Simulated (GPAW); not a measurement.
# Magnetic state of 1 ML Ni on Pt(111), fcc site, 3 substrate layers from several starts, part 2 of 2

A self-consistent run ends on one state, which hangs on the start. Several orders of 1 ML Ni on Pt(111), fcc site, 3 substrate layers are started in GPAW and their energies compared.

GPAW 26.7.0; PBE; plane waves with GPAW's PAW setups, scalar-relativistic.

So far. Step 2 (Run 1 (ferro +)): After 35 cycles the largest moment stands at 0.894 μB.

## 3. Run 2 (antiferro q=(0,1/2,0) +-)

An opposed order shows whether the pairs that it reverses prefer unlike signs.

This order needs a doubled cell of 8 atoms. Its mesh is chosen so that both cells sample the same points.

order2.py reads:

```python
import json
import numpy as np
from ase import Atoms
from ase.parallel import paropen, parprint
from gpaw import GPAW

atoms = Atoms(['Pt', 'Pt', 'Pt', 'Pt', 'Pt', 'Pt', 'Ni', 'Ni'],
    cell=[[2.773131, 0.0, 0.0],
         [-2.773132, 4.803204, 0.0],
         [0.0, 0.0, 20.610674]],
    scaled_positions=[[0.0, 0.0, 0.33963],
         [0.0, 0.5, 0.33963],
         [0.666667, 0.1666665, 0.449488],
         [0.666667, 0.6666665, 0.449488],
         [0.333333, 0.3333335, 0.559346],
         [0.333333, 0.8333335, 0.559346],
         [0.0, 0.0, 0.66037],
         [0.0, 0.5, 0.66037]],
    pbc=True,
    magmoms=[0.0, 0.0, 0.0, 0.0, 0.0, 0.0, 1.0, -1.0])
atoms.calc = GPAW(mode={'name': 'pw', 'ecut': 500},
    xc='PBE',
    kpts={'size': (14, 7, 1), 'gamma': True},
    occupations={'name': 'fermi-dirac', 'width': 0.05},
    convergence={'density': 1e-05, 'energy': 1e-05},
    maxiter=250,
    symmetry={'tolerance': 1e-4},
    txt='order2.txt')
e = atoms.get_potential_energy(force_consistent=True)
res = {'free_energy': e, 'energy_sigma0': atoms.get_potential_energy(), 'fermi_energy': atoms.calc.get_fermi_level()}
res['moments'] = atoms.get_magnetic_moments().tolist()
res['total'] = atoms.get_magnetic_moment()
parprint('site moments (muB):', np.round(res['moments'], 3))
parprint(f"total moment: {res['total']:.3f} muB")
parprint(f'free energy: {e:.6f} eV')
atoms.calc.write('order2.gpw')
with paropen('results.json', 'w') as f:
    json.dump(res, f)
```

On the command line:

```sh
OMP_NUM_THREADS=1 mpirun -n 4 gpaw python order2.py > order2.log
```

Numbers of over 12 decimals in the logs are rounded to 6 here.

Output:

```text
site moments (muB): [-0.003  0.003 -0.041  0.041 -0.03   0.03   0.624 -0.624]
total moment: 0.000 muB
free energy: -49.988478 eV

--- order2.txt ---
Input parameters:
  mode=PW(ecut=500),
  convergence={'density': 1e-05, 'energy': 1e-05},
  kpts=MonkhorstPack(size=(14, 7, 1), gamma=True),
  maxiter=250,
  occupations=Occupations(name='fermi-dirac', width=0.05),
  symmetry=Symmetry(tolerance=0.0001),
  xc=XC(name='PBE')

Diagonalizing LCAO Hamiltonian
Converting LCAO to pw mode

         Ni
          PNi

            Pt

             Pt
               Pt

         Pt
           Pt

Atoms  # Å, Bohr magnetons
|   | symbol |         x |        y |         z |    initial magnetic moments |
|---|--------|-----------|----------|-----------|-----------------------------|
| 0 |     Pt |  0.000000 | 0.000000 |  7.000003 | ( 0.0000,  0.0000,  0.0000) |
| 1 |     Pt | -1.386566 | 2.401602 |  7.000003 | ( 0.0000,  0.0000,  0.0000) |
| 2 |     Pt |  1.386567 | 0.800533 |  9.264251 | ( 0.0000,  0.0000,  0.0000) |
| 3 |     Pt |  0.000001 | 3.202135 |  9.264251 | ( 0.0000,  0.0000,  0.0000) |
| 4 |     Pt | -0.000002 | 1.601069 | 11.528498 | ( 0.0000,  0.0000,  0.0000) |
| 5 |     Pt | -1.386568 | 4.002671 | 11.528498 | ( 0.0000,  0.0000,  0.0000) |
| 6 |     Ni |  0.000000 | 0.000000 | 13.610671 | ( 0.0000,  0.0000,  1.0000) |
| 7 |     Ni | -1.386566 | 2.401602 | 13.610671 | ( 0.0000,  0.0000, -1.0000) |

Unit cell  # Å
| periodic |         x |        y |         z |   lengths |     angles |
|----------|-----------|----------|-----------|-----------|------------|
|      yes |  2.773131 | 0.000000 |  0.000000 |  2.773131 |  90.000000 |
|      yes | -2.773132 | 4.803204 |  0.000000 |  5.546263 |  90.000000 |
|      yes |  0.000000 | 0.000000 | 20.610674 | 20.610674 | 120.000008 |

Number of symmetries: 1

BZ-sampling:
  Number of BZ points: 98
  Number of IBZ points: 50

  Monkhorst-Pack size: [14, 7, 1]
  Monkhorst-Pack shift: [0.035714, 0.0, 0.0]

Plane wave coefficients: 7032
Cutoff: 500.0 eV

Spin-components: 2 (collinear spins)
Bands:           81
Projectors:      48
Spin-degeneracy: 1
Datatype:        complex128

Parallelization:
  kpt:    4
  domain: 1
  band:   1

Density:
  Valence electrons: 128.0
  Components: 2
  Grid points: [ 15  30 108]
  Charge: 0.0  # |e|

Potential:
  Grid points: [ 15  30 108]

[... setups left out ...]
Reference energy: -3084988.173499  # eV

eigensolver:
  PPCG
  Converge bands: occupied
  niter=2

density mixing:
  MSR1-Mixer
  Pratt-step length: 0.05
  Maximum mixing coefficient: 0.75
  Old densities: 10
  SVD Regularization: 0.005
  Good broyden scale: 1.0
  Trust region scale: 1.0
  Backstep threshold: 4.0
  History deletion threshold: 6.0
  Fourier metric: weight=20.0, sigma=0.015

occupation numbers:
  Fermi-Dirac:
    width: 0.0500  # eV

poisson solver:
  ecut: 4000.0  # eV

xc functional:
  name: PBE with 2 nearest neighbor stencil

convergence criteria:
- Maximum integral of absolute [dens]ity change: 1e-05 electrons / valence electron
- Maximum [total energy] change in last 3 cyles: 1e-05 eV / valence electron
- Maximum integral of absolute [eigenst]ate change: 4e-08 eV^2 / valence electron
maximum number of iterations: 250

SCF iterations
|iter     |      energy | eigst |  dens |  magmom |
|---------|-------------|-------|-------|---------|
|iter:   1|       0s |  -63.273915 | +0.48 |       |  +0.0000|
|iter:   2|      28s |  -63.962169 | -0.46 | -0.96 |  +0.0000|
|iter:   3|      56s |  -55.199539 | -0.93 | -0.91 |  +0.0000|
|iter:   4|      84s | -158.562462 | +0.63 | -1.05 |  +0.0000|
|iter:   5|     112s |  -51.771480 | +0.24 | -0.58 |  +0.0000|
|iter:   6|     140s |  -54.043052 | -0.80 | -1.22 |  +0.0000|
|iter:   7|     168s |  -51.279286 | -0.93 | -1.15 |  +0.0000|
|iter:   8|     197s |  -50.493531 | -1.74 | -1.23 |  +0.0000|
|iter:   9|     225s |  -50.852172 | -1.93 | -1.41 |  +0.0000|
|iter:  10|     253s |  -50.041326 | -2.09 | -1.32 |  +0.0000|
[... 17 iterations left out ...]
|iter:  28|     760s |  -49.917670 | -4.69 | -2.62 |  -0.0000|
|iter:  29|     789s |  -49.917711 | -5.57 | -3.39 |  +0.0006|
|iter:  30|     817s |  -49.917771c| -5.56 | -3.27 |  -0.0001|
|iter:  31|     845s |  -49.917693c| -6.51 | -3.78 |  +0.0000|
|iter:  32|     873s |  -49.917551c| -6.25 | -4.06 |  -0.0000|
|iter:  33|     902s |  -49.917543c| -7.17 | -4.27 |  +0.0000|
|iter:  34|     931s |  -49.917523c| -7.36 | -4.47 |  +0.0000|
|iter:  35|     959s |  -49.917534c| -7.45c| -4.49 |  +0.0000|
|iter:  36|     988s |  -49.917509c| -7.96c| -4.60 |  +0.0000|
|iter:  37|    1001s |  -49.917508c| -8.06c| -5.05c|  +0.0000|

Converged in 37 steps
Energy contributions relative to reference atoms: (reference = -3084988.173499)

Energy contributions:
  Kinetic:         -36.104613
  Coulomb:          26.215218
  Zero:             -3.009330
  External:          0.000000
  Xc:              -36.947814
  Entropy:          -0.141939
  Spinorbit:         0.000000
  ----------------------------
  Free energy:     -49.988478
  Extrapolated:    -49.917508

dipole moment: (-15.033369, -26.051596, 0.102949)  # |e|*Ang

Total magnetic moment: (0.000000, 0.000000, 0.000014)

Local magnetic moments
|        x |        y |         z |
|----------|----------|-----------|
| 0.000000 | 0.000000 | -0.002735 |  # Pt   0
| 0.000000 | 0.000000 |  0.002734 |  # Pt   1
| 0.000000 | 0.000000 | -0.041171 |  # Pt   2
| 0.000000 | 0.000000 |  0.041171 |  # Pt   3
| 0.000000 | 0.000000 | -0.030409 |  # Pt   4
| 0.000000 | 0.000000 |  0.030411 |  # Pt   5
| 0.000000 | 0.000000 |  0.624092 |  # Ni   6
| 0.000000 | 0.000000 | -0.624079 |  # Ni   7

Fermi level: 1.542
Eigenvalues  # (at kpt = [0.000, 0.000, 0.000])
| band index |      eig [eV] | occ [0-1] |      eig [eV] | occ [0-1] |
|------------|---------------|-----------|---------------|-----------|
|          0 |       -61.884 |     1.000 |       -61.884 |     1.000 |
|        ... |               |           |               |           |
|         55 |         0.749 |     1.000 |         0.749 |     1.000 |
|         56 |         0.901 |     1.000 |         0.901 |     1.000 |
|         57 |         1.131 |     1.000 |         1.131 |     1.000 |
|         58 |         1.147 |     1.000 |         1.147 |     1.000 |
|         59 |         1.265 |     0.996 |         1.265 |     0.996 |
|         60 |         1.351 |     0.978 |         1.351 |     0.978 |
|         61 |         1.408 |     0.935 |         1.408 |     0.935 |
|         62 |         1.444 |     0.875 |         1.444 |     0.875 |
|         63 |         1.588 |     0.284 |         1.588 |     0.284 |
|         64 |         1.600 |     0.237 |         1.600 |     0.238 |
|         65 |         1.679 |     0.060 |         1.679 |     0.060 |
|         66 |         1.867 |     0.001 |         1.867 |     0.001 |
|         67 |         2.168 |     0.000 |         2.168 |     0.000 |
|         68 |         2.268 |     0.000 |         2.268 |     0.000 |
|         69 |         2.333 |     0.000 |         2.333 |     0.000 |
|         70 |         3.875 |     0.000 |         3.875 |     0.000 |
|        ... |               |           |               |           |
|         80 |         9.461 |     0.000 |         9.461 |     0.000 |

No gap
No difference between direct/indirect transitions
```

Elapsed: 17 min, on 4 MPI ranks of Arm Neoverse V1, shared host; peak memory 2.2 GiB.

Spin moment in the augmentation sphere by atom:

```tsv
atom	spin moment in the augmentation sphere (μB)
Pt1	-0.003
Pt2	0.003
Pt3	-0.041
Pt4	0.041
Pt5	-0.030
Pt6	0.030
Ni7	0.624
Ni8	-0.624
```

This step gave:

| Item | Value |
| --- | --- |
| magnetization | 0 μB |
| final state | antiferromagnetic |

It lies 60.8 meV a seeded atom over the first start, and its largest moment is 0.624 μB against 0.894 μB.

## 4. Start 3: no spin polarisation

A run without seeds gives the energy of the state without moments.

nospin.py reads:

```python
import json
import numpy as np
from ase import Atoms
from ase.parallel import paropen, parprint
from gpaw import GPAW

atoms = Atoms(['Pt', 'Pt', 'Pt', 'Ni'],
    cell=[[2.773131, 0.0, 0.0],
         [-1.386566, 2.401602, 0.0],
         [0.0, 0.0, 20.610674]],
    scaled_positions=[[0.0, 0.0, 0.33963],
         [0.666667, 0.333333, 0.449488],
         [0.333333, 0.666667, 0.559346],
         [0.0, 0.0, 0.66037]],
    pbc=True)
atoms.calc = GPAW(mode={'name': 'pw', 'ecut': 500},
    xc='PBE',
    kpts={'size': (14, 14, 1), 'gamma': True},
    occupations={'name': 'fermi-dirac', 'width': 0.05},
    convergence={'density': 1e-05, 'energy': 1e-05},
    maxiter=250,
    symmetry={'tolerance': 1e-4},
    txt='nospin.txt')
e = atoms.get_potential_energy(force_consistent=True)
res = {'free_energy': e, 'energy_sigma0': atoms.get_potential_energy(), 'fermi_energy': atoms.calc.get_fermi_level()}
parprint(f'free energy: {e:.6f} eV')
atoms.calc.write('nospin.gpw')
with paropen('results.json', 'w') as f:
    json.dump(res, f)
```

On the command line:

```sh
OMP_NUM_THREADS=1 mpirun -n 4 gpaw python nospin.py > nospin.log
```

Output:

```text
free energy: -24.978753 eV

--- nospin.txt ---
Input parameters:
  mode=PW(ecut=500),
  convergence={'density': 1e-05, 'energy': 1e-05},
  kpts=MonkhorstPack(size=(14, 14, 1), gamma=True),
  maxiter=250,
  occupations=Occupations(name='fermi-dirac', width=0.05),
  symmetry=Symmetry(tolerance=0.0001),
  xc=XC(name='PBE')

Diagonalizing LCAO Hamiltonian
Converting LCAO to pw mode

       Ni

        Pt

           Pt

[...]
|          0 |       -61.378 |     2.000 |
|        ... |               |           |
|         26 |         0.104 |     2.000 |
|         27 |         0.219 |     2.000 |
|         28 |         0.219 |     2.000 |
|         29 |         0.693 |     2.000 |
[...]
|         39 |         8.305 |     0.000 |
|         40 |         9.224 |     0.000 |
|         41 |        11.469 |     0.000 |
|         42 |        11.816 |     0.000 |

No gap
No difference between direct/indirect transitions

[key lines of the parts left out:]
Free energy:     -24.978753
Converged in 23 steps
dipole moment: (-7.516510, -13.021821, 0.046490)  # |e|*Ang
Fermi level: 1.514
```

The job ended after 37 s (4 MPI ranks; peak memory 0.86 GiB).

Numbers from this step:

```yaml
final_state: non-magnetic (no spin polarisation)
```

It lies 76.3 meV a seeded atom over the first start.

## 5. Energies of the orders

These are free energies at a smearing of 0.05 eV, so its entropy term is in the differences. They are divided by the number of seeded atoms, so that cells of unlike size compare. Wavevectors q in the names are fractions of the reciprocal vectors of the first run's cell.

Orders:

```tsv
start	final state	typed order kept	energy over the lowest (meV a seeded atom)	largest site moment (μB)	net moment (μB a primitive cell)	mesh matched	CPU time (s)
ferro +	ferromagnetic	yes	0	0.8935	1.337	yes	417.2
antiferro q=(0,1/2,0) +-	antiferromagnetic	yes	60.78	0.6241	0	yes	4170
no spin polarisation	non-magnetic	-	76.27	0	0	yes	149.2
```

## 6. What came out

* lowest state found: ferromagnetic (typed ferro +)
* largest site moment: 0.894 μB
* next state: antiferromagnetic, 60.8 meV a seeded atom higher
* energy gained by spin polarisation: 76.3 meV a seeded atom

The lowest state found is ferromagnetic, reached from the start ferro +, with moments up to 0.894 μB. The next state costs 61 meV a seeded atom. This is the lowest of 3 finished starts, no proof of the ground state.

[Logs and program files are shortened in this print: banners, set-up blocks, solver, clock and traceback lines can be left out without a mark of their own.]

[Logs are printed without paths, hosts, clocks, repeated set-up lines and the standing remarks that a program may print on its own settings, such as how far it seeks lower states.]

[Hosts, paths, dates, database ids (printed as entryN), source tags and the programs' standing remarks are cut or masked in the printed files.]

[Where a cell is said to come from a database of computed structures, the database is the Materials Project.]
